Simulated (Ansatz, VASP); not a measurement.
# Two plane-wave programs on BAs

Contents of INCAR:

```
SYSTEM = BAs
ALGO = Normal
EDIFF = 1E-7
EDIFFG = -0.005
ENCUT = 600
GGA = PE
IBRION = 2
ISIF = 3
ISMEAR = -1
LASPH = .True.
LCHARG = .False.
LREAL = .False.
LWAVE = .False.
NELM = 100
NSW = 100
PREC = Accurate
SIGMA = 0.05
```

Contents of KPOINTS:

```
k-points
0
Gamma
  14 14 14
  0 0 0
```

File POSCAR:

```
BAs
1.0
    0.0000000000      2.2322827293      2.2322827293
    2.2322827293      0.0000000000      2.2322827293
    2.2322827293      2.2322827293      0.0000000000
B As
1 1
Direct
    0.0000000000      0.0000000000      0.0000000000
    0.5000000000      0.5000000000      0.5000000000
```

Input for Ansatz:

```yaml
crystal:
  lattice:
    - [0.0, 2.2322827293, 2.2322827293]
    - [2.2322827293, 0.0, 2.2322827293]
    - [2.2322827293, 2.2322827293, 0.0]
  atoms:
    - { symbol: B, position: [0.0, 0.0, 0.0] }
    - { symbol: As, position: [0.5, 0.5, 0.5] }
kpoints:
  mp_grid: { grid: [14, 14, 14] }
scf:
  occupations: { method: fermi_dirac, width: 0.05 }
hamiltonian:
  xc: pbe
  pseudopotentials: { kind: paw }
output:
  forces: true
  stress: true
relax:
  f_tol: 0.005
  max_steps: 80
  cell: {}
```

Alike in both runs: task relaxation of cell and atoms; functional PBE; k mesh 14 × 14 × 14; occupations fermi-dirac, width 0.05 eV; no spin polarisation.

|  | VASP | Ansatz |
| --- | --- | --- |
| version | VASP 6.6.1 | Ansatz 0.2.0 |
| potentials or method | VASP PAW PBE potentials, release 64 (B, As) | PAW with Ansatz's default frozen-core files, scalar-relativistic |
| plane-wave cutoff (eV) | 600 | 420 |
| valence electrons in the cell | 8 | 18 |

```csv
,VASP,Ansatz,Ansatz less VASP
relaxed volume (Å³/atom),12.31,12.28,-0.030
relaxed cell length with the largest relative difference (Å),3.265,3.262,-0.0027
energy change over the relaxation (meV/atom),-55,-52,+3.3
```

The two sets of potentials don't hold the same shells in valence.
